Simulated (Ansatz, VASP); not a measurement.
# SiNi3: VASP beside Ansatz

```
Si Ni
1.0
     3.46094    0.00000    0.00000
     0.00000    3.46094    0.00000
     0.00000    0.00000    3.46094
Si Ni
1 3
Direct
  0.00000 0.00000 0.00000
  0.00000 0.50000 0.50000
  0.50000 0.00000 0.50000
  0.50000 0.50000 0.00000
```

Alike in both runs: functional PBEsol; k mesh 12 × 12 × 12; occupations gaussian, width 0.1 eV; no spin polarisation.

Ansatz relaxed the structure, and its values are those at the end. VASP's run is a single point on that final structure, the one shown.

|  | VASP | Ansatz |
| --- | --- | --- |
| version | VASP 6.6.1 | Ansatz 0.2.0 |
| potentials or method | VASP PAW PBE potentials, release 64 (Si, Ni) | scalar-relativistic, plane waves, PAW |
| plane-wave cutoff (eV) | 520 | 420 |
| valence electrons in the cell | 34 | 58 |

Ansatz gave:

- gap on the k mesh at the Fermi level (eV): none
- pressure (GPa): 0.0

Estimate VASP's values.

gap on the k mesh at the Fermi level (eV): none; pressure (GPa): 0.1.

A gap of «none» marks a metal or a gap that the smearing closes. The two sets of potentials don't hold the same shells in valence.

Caveats: the PAW data sets were made with another functional, which shifts forces and pressure a little (VASP). Spin polarisation is off, so any magnetic state and its effect on volume and gap are missing.
